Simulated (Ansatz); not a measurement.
We consider α-quartz-type GeO₂ (metastable phase), described by PBE (PAW; Ansatz, a program for electronic structure).

Numerical settings: plane-wave cutoff 520 eV, 12×12×6 k mesh (along the axes of the cell as run), Fermi–Dirac smearing 0.01 eV, scalar-relativistic PAW data made under PBE.

Properties against volume:

Shape and atoms are relaxed at each volume.

```json
[
 {"V (Å³/atom)": "13.819", "P (GPa)": "1.60", "direct gap at Γ (eV)": "3.343", "smallest gap on the k mesh (eV)": "3.292", "c (Å)": "5.728"},
 {"V (Å³/atom)": "14.106", "P (GPa)": "0.77", "direct gap at Γ (eV)": "3.321", "smallest gap on the k mesh (eV)": "3.258", "c (Å)": "5.748"},
 {"V (Å³/atom)": "14.394", "P (GPa)": "0.00", "direct gap at Γ (eV)": "3.297", "smallest gap on the k mesh (eV)": "3.222", "c (Å)": "5.769"},
 {"V (Å³/atom)": "14.682", "P (GPa)": "-0.71", "direct gap at Γ (eV)": "3.269", "smallest gap on the k mesh (eV)": "3.183", "c (Å)": "5.789"},
 {"V (Å³/atom)": "14.970", "P (GPa)": "-1.36", "direct gap at Γ (eV)": "3.239", "smallest gap on the k mesh (eV)": "3.141", "c (Å)": "5.812"}
]
```

The fundamental gap (3.22 eV at the equilibrium volume, with added k points) lies elsewhere than Γ–Γ.

Spin–orbit coupling is not included.
